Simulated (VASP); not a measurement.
# SnTe (Fm-3m) in VASP: a series of runs

Runs on SnTe. Level: PBEsol. Tasks: single point, relaxation of cell and atoms.

Everything below comes from runs of VASP 6.6.1. Logs are shortened: lines on timing, memory, paths and dates and some standing lists are left out, and cuts for length are marked.

**What was measured.**

From a printed reference work, textbook, for a bulk crystal of SnTe at 300 K: band gap 0.18 eV (direct).

How close the calculation comes is told below.

## 1. The cell of the first run

It takes space group Fm-3m (No. 225, cubic). The conventional cell has a = 6.288 Å, b = 6.288 Å, c = 6.288 Å, α = 90.00°, β = 90.00°, γ = 90.00°. Sn (site symmetry m-3m) has 6 Te at 3.14 Å within 4.1 Å. Te (site symmetry m-3m) has 6 Sn at 3.14 Å within 4.1 Å.

## 2. Single point, PBEsol

INCAR

```
SYSTEM = SnTe
ALGO = Normal
EDIFF = 1E-6
ENCUT = 520
GGA = PS
ISIF = 2
ISMEAR = 0
LASPH = .TRUE.
LCHARG = .FALSE.
LREAL = .FALSE.
LWAVE = .FALSE.
NBANDS = 17
NELM = 60
PREC = Accurate
SIGMA = 0.01
```

KPOINTS

```
k-points
0
G
  10 10 10
  0 0 0
```

POSCAR

```
SnTe
1.0
    0.0000000000      3.1440864244      3.1440864244
    3.1440864244      0.0000000000      3.1440864244
    3.1440864244      3.1440864244      0.0000000000
Sn Te
1 1
Direct
    0.0000000000      0.0000000000      0.0000000000
    0.5000000000      0.5000000000      0.5000000000
```

Potentials or basis: VASP PAW PBE potentials, release 64 (Sn_d, Te).

Started as:

```sh
$ cat potpaw_PBE.64/Sn_d/POTCAR potpaw_PBE.64/Te/POTCAR > POTCAR
$ mpirun -np 1 vasp_std > vasp.out
```

OUTCAR:

```text
SYSTEM = SnTe
   EDIFF = 1E-6
   ENCUT = 520
   GGA = PS
   ISIF = 2
   ISMEAR = 0
   LASPH = .TRUE.
   LREAL = .FALSE.
   NELM = 60
   PREC = Accurate

 ion  position               nearest neighbor table
   1  0.000  0.000  0.000-   2 3.14   2 3.14   2 3.14   2 3.14   2 3.14   2 3.14
   2  0.500  0.500  0.500-   1 3.14   1 3.14   1 3.14   1 3.14   1 3.14   1 3.14

  LATTYP: Found a face centered cubic cell.
 ALAT       =     6.2881728488

  Lattice vectors:

 A1 = (   0.0000000000,   3.1440864244,   3.1440864244)
 A2 = (   3.1440864244,   0.0000000000,   3.1440864244)
 A3 = (   3.1440864244,   3.1440864244,   0.0000000000)

Analysis of symmetry for initial positions (statically):
=====================================================================
 Subroutine PRICEL returns:
 Original cell was already a primitive cell.

 Routine SETGRP: Setting up the symmetry group for a
 face centered cubic supercell.

 Subroutine GETGRP returns: Found 48 space group operations
 (whereof 48 operations were pure point group operations)
 out of a pool of 48 trial point group operations.

The static configuration has the point symmetry O_h .

Analysis of symmetry for dynamics (positions and initial velocities):
=====================================================================
 Subroutine PRICEL returns:
 Original cell was already a primitive cell.

 Routine SETGRP: Setting up the symmetry group for a
 face centered cubic supercell.

 Subroutine GETGRP returns: Found 48 space group operations
 (whereof 48 operations were pure point group operations)
 out of a pool of 48 trial point group operations.

The dynamic configuration has the point symmetry O_h .

 Subroutine INISYM returns: Found 48 space group operations
 (whereof 48 operations are pure point group operations),
 and found     1 'primitive' translations

----------------------------------------------------------------------------------------

                                     Primitive cell

  volume of cell :      62.1603

  direct lattice vectors                    reciprocal lattice vectors
     0.000000000  3.144086424  3.144086424    -0.159028707  0.159028707  0.159028707
     3.144086424  0.000000000  3.144086424     0.159028707 -0.159028707  0.159028707
     3.144086424  3.144086424  0.000000000     0.159028707  0.159028707 -0.159028707

  length of vectors
     4.446409663  4.446409663  4.446409663     0.275445801  0.275445801  0.275445801

  position of ions in fractional coordinates (direct lattice)
     0.000000000  0.000000000  0.000000000
     0.500000000  0.500000000  0.500000000

  ion indices of the primitive-cell ions
   primitive index   ion index
                 1           1
                 2           2

----------------------------------------------------------------------------------------

 KPOINTS: k-points

Automatic generation of k-mesh.
 Grid dimensions read from file:
 generate k-points for:   10   10   10

 Generating k-lattice:

  Cartesian coordinates                     Fractional coordinates (reciprocal lattice)
    -0.015902871  0.015902871  0.015902871     0.100000000  0.000000000  0.000000000
     0.015902871 -0.015902871  0.015902871     0.000000000  0.100000000  0.000000000
     0.015902871  0.015902871 -0.015902871     0.000000000  0.000000000  0.100000000

  Length of vectors
     0.027544580  0.027544580  0.027544580

  Shift w.r.t. Gamma in fractional coordinates (k-lattice)
     0.000000000  0.000000000  0.000000000

 Subroutine IBZKPT returns following result:
 ===========================================

 Found     47 irreducible k-points:

 Following reciprocal coordinates:
            Coordinates               Weight
  0.000000  0.000000  0.000000      1.000000
  0.100000  0.000000  0.000000      8.000000
  0.200000  0.000000  0.000000      8.000000
  0.300000  0.000000  0.000000      8.000000
  0.400000  0.000000  0.000000      8.000000
  0.500000  0.000000  0.000000      4.000000
[... 16 lines left out ...]
  0.300000  0.300000  0.000000      6.000000
  0.400000  0.300000  0.000000     24.000000
 [... further k-points ...]
   k-points           NKPTS =     47   k-points in BZ     NKDIM =     47   number of bands    NBANDS=     17
   number of dos      NEDOS =    301   number of ions     NIONS =      2
   total plane-waves  NPLWV =  46656
   dimension x,y,z NGX =    36 NGY =   36 NGZ =   36
   dimension x,y,z NGXF=    72 NGYF=   72 NGZF=   72
   ions per type =               1   1
   NGX,Y,Z   is equivalent  to a cutoff of  13.46, 13.46, 13.46 a.u.
   NGXF,Y,Z  is equivalent  to a cutoff of  26.92, 26.92, 26.92 a.u.
 SYSTEM =  SnTe
   PREC   = accura    normal or accurate (medium, high low for compatibility)
   ISTART =      0    job   : 0-new  1-cont  2-samecut
   ICHARG =      2    charge: 1-file 2-atom 10-const
   ISPIN  =      1    spin polarized calculation?
   LNONCOLLINEAR =      F non collinear calculations
   LSORBIT =      F    spin-orbit coupling
   LASPH  =      T    aspherical Exc in radial PAW
   ENCUT  =  520.0 eV  38.22 Ry    6.18 a.u.   8.27  8.27  8.27*2*pi/ulx,y,z
   NELM   =     60;   NELMIN=  2; NELMDL= -5     # of ELM steps
   EDIFF  = 0.1E-05   stopping-criterion for ELM
   LREAL  =      F    real-space projection
   EDIFFG = 0.1E-04   stopping-criterion for IOM
   NSW    =      0    number of steps for IOM
   IBRION =     -1    ionic relax: 0-MD 1-quasi-New 2-CG
   NFREE  =      0    steps in history (QN), initial steepest desc. (CG)
   ISIF   =      2    stress and relaxation
   ISYM   =      2    0-nonsym 1-usesym 2-fastsym
   POTIM  = 0.5000    time-step for ionic-motion
   TEBEG  =    0.0;   TEEND  =   0.0 temperature during run
   PSTRESS=    0.0 pullay stress
   NELECT =      20.0000    total number of electrons
   NUPDOWN=      -1.0000    fix difference up-down
   EMIN   =  10.00;   EMAX   =-10.00  energy-range for DOS
   EFERMI =   0.00;   METHOD = LEGACY
   ISMEAR =     0;   SIGMA  =   0.01  broadening in eV -4-tet -1-fermi 0-gaus
   EFERMI_NEDOS =   21; number of points for ismear=-14 and -15
   IALGO  =     38    algorithm
   IMIX   =      4    mixing-type and parameters
     AMIX     =   0.40;   BMIX     =  1.00
     AMIX_MAG =   1.60;   BMIX_MAG =  1.00
  volume/ion in A,a.u.               =      31.08       209.74
  Fermi-wavevector in a.u.,A,eV,Ry     =   1.121795  2.119886 17.121913  1.258425
  Thomas-Fermi vector in A             =   2.258451
   LORBIT       =      0    0 simple, 1 ext, 2 COOP (PROOUT), +10 PAW based schemes
   GGA     = PS    functional components
   LHFCALC =     F    Hartree Fock is set to
   AEXX    =    0.0000 exact exchange contribution
   IVDW    =     0    specifies the selected vdW correction
   LEPSILON=     F    determine dielectric tensor
   LRPA    =     F    only Hartree local field effects (RPA)
 non-spin polarized calculation
 Gauss-broadening in eV      SIGMA  =   0.01
  energy-cutoff  :      520.00
  volume of cell :       62.16
 maximum number of plane-waves:      1695
 NGX is ok and might be reduce to    36
   NGX = 17   NGY = 17   NGZ = 17

 number of electron      19.9999998 magnetization

 Free energy of the ion-electron system (eV)
  ---------------------------------------------------
  ext. energy  EPLUGINS =         0.00000000
  ---------------------------------------------------
  free energy    TOTEN  =        -8.33900271 eV

  energy without entropy =       -8.33900271  energy(sigma->0) =       -8.33900271

 E-fermi :   6.8743     XC(G=0):  -9.6817

 val. band max:        6.8302454284   @ k =   0.5000   0.0000   0.0000
 cond. band min:       6.9913559884   @ k =   0.5000   0.0000   0.0000
 fundamental gap:      0.1611105599
 Fermi energy:         6.8743416438

 k-point     1 :       0.0000    0.0000    0.0000
  band No.  band energies     occupation
      1     -14.8993      2.00000
      2     -14.8993      2.00000
      3     -14.8921      2.00000
      4     -14.8921      2.00000
      5     -14.8921      2.00000
      6      -5.9830      2.00000
[... 9 lines left out ...]
     16      11.5894      0.00000
     17      13.5559      0.00000

 k-point     2 :       0.1000    0.0000    0.0000
  band No.  band energies     occupation
      1     -14.8997      2.00000
      2     -14.8997      2.00000
      3     -14.8919      2.00000
      4     -14.8915      2.00000
      5     -14.8915      2.00000
      6      -5.8974      2.00000
[... 9 lines left out ...]
     16      11.8013      0.00000
     17      14.3094      0.00000

 k-point     3 :       0.2000    0.0000    0.0000
  band No.  band energies     occupation
      1     -14.9010      2.00000
      2     -14.9010      2.00000
      3     -14.8915      2.00000
      4     -14.8898      2.00000
      5     -14.8898      2.00000
      6      -5.6495      2.00000
[... 9 lines left out ...]
     16      12.3888      0.00000
     17      15.8572      0.00000

 k-point     4 :       0.3000    0.0000    0.0000
  band No.  band energies     occupation
      1     -14.9027      2.00000
      2     -14.9027      2.00000
      3     -14.8910      2.00000
      4     -14.8874      2.00000
      5     -14.8874      2.00000
      6      -5.2756      2.00000
[... 9 lines left out ...]
     16      13.3130      0.00000
     17      17.5679      0.00000

 k-point     5 :       0.4000    0.0000    0.0000
  band No.  band energies     occupation
      1     -14.9042      2.00000
      2     -14.9042      2.00000
      3     -14.8906      2.00000
      4     -14.8855      2.00000
      5     -14.8855      2.00000
      6      -4.8757      2.00000
[... 9 lines left out ...]
     16      14.5289      0.00000
     17      16.8167      0.00000

 k-point     6 :       0.5000    0.0000    0.0000
  band No.  band energies     occupation
      1     -14.9048      2.00000
      2     -14.9048      2.00000
      3     -14.8905      2.00000
      4     -14.8847      2.00000
      5     -14.8847      2.00000
      6      -4.6797      2.00000
[... 9 lines left out ...]
     16      15.7290      0.00000
     17      15.7290      0.00000

 k-point     7 :       0.1000    0.1000    0.0000
  band No.  band energies     occupation
      1     -14.9008      2.00000
      2     -14.8988      2.00000
      3     -14.8925      2.00000
      4     -14.8910      2.00000
      5     -14.8910      2.00000
      6      -5.8690      2.00000
[... 9 lines left out ...]
     16      12.1694      0.00000
     17      13.8639      0.00000

 k-point     8 :       0.2000    0.1000    0.0000
  band No.  band energies     occupation
      1     -14.9025      2.00000
      2     -14.8990      2.00000
      3     -14.8924      2.00000
      4     -14.8897      2.00000
      5     -14.8894      2.00000
      6      -5.6755      2.00000
[... 9 lines left out ...]
     16      12.8217      0.00000
     17      14.6423      0.00000
[... 203 lines left out ...]
      1     -14.9089      2.00000
      2     -14.9009      2.00000
      3     -14.8907      2.00000
      4     -14.8855      2.00000
      5     -14.8836      2.00000
      6      -4.5936      2.00000
[... 9 lines left out ...]
     16      15.8783      0.00000
     17      16.5474      0.00000

 k-point    20 :      -0.4000    0.2000    0.0000
  band No.  band energies     occupation
      1     -14.9075      2.00000
      2     -14.9025      2.00000
      3     -14.8891      2.00000
      4     -14.8861      2.00000
      5     -14.8843      2.00000
      6      -4.5365      2.00000
[... 9 lines left out ...]
     16      14.4811      0.00000
     17      17.3371      0.00000

 k-point    21 :      -0.3000    0.2000    0.0000
  band No.  band energies     occupation
      1     -14.9051      2.00000
      2     -14.9034      2.00000
      3     -14.8891      2.00000
      4     -14.8863      2.00000
      5     -14.8860      2.00000
      6      -4.7890      2.00000
[... 9 lines left out ...]
     16      14.8717      0.00000
     17      16.2152      0.00000

 k-point    22 :      -0.2000    0.2000    0.0000
  band No.  band energies     occupation
      1     -14.9034      2.00000
      2     -14.9027      2.00000
      3     -14.8904      2.00000
      4     -14.8880      2.00000
      5     -14.8866      2.00000
      6      -5.1545      2.00000
[... 9 lines left out ...]
     16      14.9598      0.00000
     17      15.3901      0.00000

 k-point    23 :       0.3000    0.3000    0.0000
  band No.  band energies     occupation
      1     -14.9108      2.00000
      2     -14.8961      2.00000
      3     -14.8948      2.00000
      4     -14.8847      2.00000
      5     -14.8847      2.00000
      6      -5.0613      2.00000
[... 9 lines left out ...]
     16      15.4407      0.00000
     17      15.4716      0.00000

 k-point    24 :       0.4000    0.3000    0.0000
  band No.  band energies     occupation
      1     -14.9130      2.00000
      2     -14.8962      2.00000
      3     -14.8947      2.00000
      4     -14.8834      2.00000
      5     -14.8831      2.00000
      6      -4.7733      2.00000
[... 9 lines left out ...]
     16      16.0789      0.00000
     17      16.5297      0.00000

 [... further k-points ...]

------------------------ aborting loop because EDIFF is reached ----------------------------------------

  FORCE on cell =-STRESS in cart. coord.  units (eV):
  Direction    XX          YY          ZZ          XY          YZ          ZX
  --------------------------------------------------------------------------------------
  -------------------------------------------------------------------------------------
  Total       -0.0090164     -0.0090164     -0.0090164      0.0000000      0.0000000      0.0000000
  in kB       -0.2323974     -0.2323974     -0.2323974      0.0000000      0.0000000      0.0000000
  external PRESSURE =      -0.2323974 kB  Pullay stress =       0.0000000 kB

 VOLUME and BASIS-vectors are now :
 -----------------------------------------------------------------------------
  energy-cutoff  :      520.00
  volume of cell :       62.16
      direct lattice vectors                 reciprocal lattice vectors
     0.000000000  3.144086424  3.144086424    -0.159028707  0.159028707  0.159028707
     3.144086424  0.000000000  3.144086424     0.159028707 -0.159028707  0.159028707
     3.144086424  3.144086424  0.000000000     0.159028707  0.159028707 -0.159028707

 POSITION                                       TOTAL-FORCE (eV/Angst)
 -----------------------------------------------------------------------------------
      0.00000      0.00000      0.00000         0.000000      0.000000     -0.000000
      3.14409      3.14409      3.14409         0.000000      0.000000      0.000000
 -----------------------------------------------------------------------------------
    total drift:                               -0.000000      0.000000      0.000000

  FREE ENERGIE OF THE ION-ELECTRON SYSTEM (eV)
  ---------------------------------------------------
  free  energy   TOTEN  =        -8.3390027087 eV

  energy  without entropy=       -8.3390027087  energy(sigma->0) =       -8.33900271
```

Run time: 24 s. Hardware: 1 thread of Intel Xeon Platinum 8488C (Sapphire Rapids), shared host; peak memory 0.22 GiB.

Results:

```
Free energy            : -8.3390 eV
Pressure               : 0.0 GPa
Band gap on the k mesh : 0.16 eV, direct
```

Caveat: the PAW data sets were made with another functional, which shifts forces and pressure a little; spin-orbit coupling is left out, which moves the levels of the heavy elements.

## 3. Single point, PBEsol

INCAR is that of step 2.

KPOINTS is that of step 2.

POSCAR

```
SnTe
1.0
    0.0000000000     -3.1440864245     -3.1440864245
    3.1440864245      0.0000000000     -3.1440864245
    3.1440864245     -3.1440864245      0.0000000000
Sn Te
1 1
Direct
    0.0000000000      0.0000000000      0.0000000000
    0.5000000000      0.5000000000      0.5000000000
```

Potentials or basis: VASP PAW PBE potentials, release 64 (Sn_d, Te).

Started as:

```sh
$ cat potpaw_PBE.64/Sn_d/POTCAR potpaw_PBE.64/Te/POTCAR > POTCAR
$ mpirun -np 1 vasp_std > vasp.out
```

It took 25 s on 1 thread of Intel Xeon Platinum 8488C (Sapphire Rapids), shared host; peak memory 0.22 GiB.

It converged, with:

```yaml
Free_energy: -8.3390 eV
Pressure: 0.0 GPa
Band_gap_on_the_k_mesh: 0.16 eV, direct
```

Levels at points of the mesh, in eV from the valence-band top:
```csv
k point,band 7,band 8,band 9,band 10,band 11,band 12,band 13,band 14
"(0.00, 0.00, 0.00)",-4.63,-2.09,-2.09,-2.09,3.40,3.40,3.40,4.76
"(0.50, 0.00, 0.00)",-8.34,-1.76,-1.76,0.00,0.16,0.39,0.39,7.76
"(0.50, 0.50, 0.00)",-6.44,-5.59,-3.72,-3.72,2.13,5.00,5.00,6.47
```

Caveat: the PAW data sets were made with another functional, which shifts forces and pressure a little; spin-orbit coupling is left out, which moves the levels of the heavy elements.

## 4. Relaxation of cell and atoms, PBEsol

This run uses another cell than the first one, of 31.45 Å³/atom, 1.012 times its volume.

INCAR

```
ALGO     = Normal         # electronic algorithm
EDIFF    = 1E-7           # SCF threshold, eV
EDIFFG   = -0.005         # ionic threshold
ENCUT    = 600            # plane-wave cutoff, eV
GGA      = PS             # functional
IBRION   = 2              # ionic algorithm
ISIF     = 3              # what is computed and relaxed
ISMEAR   = 0              # smearing method
LASPH    = T              # aspherical terms in the spheres
LCHARG   = F              # write CHGCAR
LREAL    = F              # projectors in reciprocal space
LWAVE    = F              # write WAVECAR
NELM     = 60             # most SCF steps
NSW      = 100            # ionic steps
PREC     = Accurate       # precision mode
SIGMA    = 0.01           # smearing width, eV
```

KPOINTS

```
k-points
0
Gamma
  10 10 10
```

POSCAR

```
SnTe
1.0
    0.0000000000      3.1565000000      3.1565000000
    3.1565000000      0.0000000000      3.1565000000
    3.1565000000      3.1565000000      0.0000000000
Sn Te
1 1
Direct
    0.0000000000      0.0000000000      0.0000000000
    0.5000000000      0.5000000000      0.5000000000
```

Started as:

```sh
$ cat potpaw_PBE.64/Sn_d/POTCAR potpaw_PBE.64/Te/POTCAR > POTCAR
$ mpirun -np 1 vasp_std > vasp.out
```

It took 53 s on 1 thread of Intel Xeon Platinum 8488C (Sapphire Rapids), shared host; peak memory 0.23 GiB.

The run converged. Its results:

- Free energy: -8.3394 eV
- Relaxed volume: 31.10 Å³/atom
- Relaxed cell: a = 4.447 Å, b = 4.447 Å, c = 4.447 Å, α = 60.00°, β = 60.00°, γ = 60.00°
- Space group after relaxing (to 0.05 Å): Fm-3m (No. 225)
- Energy gained by relaxing: 0.6 meV/atom
- Ionic steps: 3
- Pressure after relaxing: 0.0 GPa
- Band gap on the k mesh: 0.16 eV, direct

Step by step:
| step | energy change (eV) | largest force (eV/Å) | pressure (GPa) | volume (Å³) |
| --- | --- | --- | --- | --- |
| 1 | 0.0000 | 0.0000 | -0.52 | 62.90 |
| 2 | -0.0010 | 0.0000 | 0.17 | 61.97 |
| 3 | -0.0012 | 0.0000 | 0.00 | 62.19 |

Final structure:
```cif
data_structure
_symmetry_space_group_name_H-M 'P 1'
_symmetry_Int_Tables_number 1
_cell_length_a 4.4472
_cell_length_b 4.4472
_cell_length_c 4.4472
_cell_angle_alpha 60.000
_cell_angle_beta 60.000
_cell_angle_gamma 60.000
_cell_volume 62.19
loop_
_atom_site_label
_atom_site_type_symbol
_atom_site_fract_x
_atom_site_fract_y
_atom_site_fract_z
_atom_site_occupancy
Sn1 Sn 0.00000 0.00000 0.00000 1
Te1 Te 0.50000 0.50000 0.50000 1
```

Levels at points of the mesh, in eV from the valence-band top:
```tsv
k point	band 6	band 7	band 8	band 9	band 10	band 11	band 12	band 13	band 14
(0.00, 0.00, 0.00)	-12.81	-4.63	-2.09	-2.09	-2.09	3.40	3.40	3.40	4.76
(0.50, 0.00, 0.00)	-11.51	-8.34	-1.75	-1.75	0.00	0.16	0.39	0.39	7.76
(0.50, 0.50, 0.00)	-11.20	-6.44	-5.59	-3.72	-3.72	2.13	5.00	5.00	6.47
```

Caveat: the PAW data sets were made with another functional, which shifts forces and pressure a little; spin-orbit coupling is left out, which moves the levels of the heavy elements. A k mesh can miss the band edges.

[end of part 1 of 2]
